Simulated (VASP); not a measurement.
# Ni: single point with revPBE

The system is Ni.

```
CELL_PARAMETERS angstrom
2.50108 0.00000 0.00000
-1.25054 2.16600 0.00000
0.00000 0.00000 8.19457
ATOMIC_POSITIONS crystal
Ni 0.00000 0.00000 0.00000
Ni 0.00000 0.00000 0.50000
Ni 0.33333 0.66667 0.25000
Ni 0.66667 0.33333 0.75000
```

This isn't the form of Ni at room conditions, which is fcc.

```
Program                : VASP 6.6.1
Task                   : single point
Functional             : revPBE
Potentials or basis    : VASP PAW PBE potentials, release 64 (Ni)
Cutoff                 : 520 eV
k mesh                 : 19 × 19 × 5
Occupations            : fermi-dirac, width 0.1 eV
Spin                   : no spin polarisation
Dipole correction      : no
Further INCAR settings : ALGO = Fast; EDIFF = 1e-07; NBANDS = 28
```

The pressure is 0.2 GPa and the band gap on the k mesh is none (metal or under the smearing width).

Levels at points of the mesh, in eV from the Fermi level:
| k point | band 17 | band 18 | band 19 | band 20 | band 21 | band 22 | band 23 | band 24 |
| --- | --- | --- | --- | --- | --- | --- | --- | --- |
| (0.00, 0.00, 0.00) | -0.95 | -0.66 | -0.66 | -0.44 | -0.44 | -0.17 | -0.09 | -0.09 |

Wall time 2.6 min on 1 thread of Intel(R) Xeon(R) Platinum 8488C (Sapphire Rapids) (shared host), peak memory 0.23 GiB.

Caveat: the PAW data sets were made with another functional, which shifts forces and pressure a little; the run has no spin polarisation, though such a crystal can be magnetic. Spin polarisation is off, so any magnetic state and its effect on volume and gap are missing.
